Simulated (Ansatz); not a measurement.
Consider SrF2 in the fluorite structure (space group Fm-3m, No. 225; a = 5.857 Å). Axes: x, y, z lie along the cube axes.

Calculations: Ansatz (a quantum-chemistry and plane-wave program) PBE, no spin-orbit coupling.

Strains are applied to the cell and any free atomic positions relax.

One change was made to it. Results:

| quantity | base | after |
|---|---|---|
| electron mass | 0.52 mₑ (at Γ) | 0.51 mₑ (at Γ) |
| smallest direct gap | 6.89 eV | 7.32 eV |
| valley order (the lowest conduction-band minima on the path, energy above the VBM, named in the base's zone) | Γ 6.78 eV; X along ⟨100⟩ 8.11 eV | Γ 7.22 eV; X along ⟨100⟩ 8.33 eV |

### Question
Which change produced these results?
A. isotropic strain −1.03 %
B. uniaxial strain ε_zz = +3.62 %
C. isotropic strain −2.58 %

### Answer
C, isotropic strain −2.58 %. For comparison, the valley order in the other runs: isotropic strain −1.03 % gives Γ 6.95 eV; X along ⟨100⟩ 8.20 eV; uniaxial strain ε_zz = +3.62 % gives Γ 6.52 eV; X along [001] 7.92 eV; X along [100] 7.95 eV.

Effective masses come from finite differences of ±0.01 Å⁻¹. Semilocal Kohn–Sham gaps tend to fall short of experiment. No phonon test of stability was made.
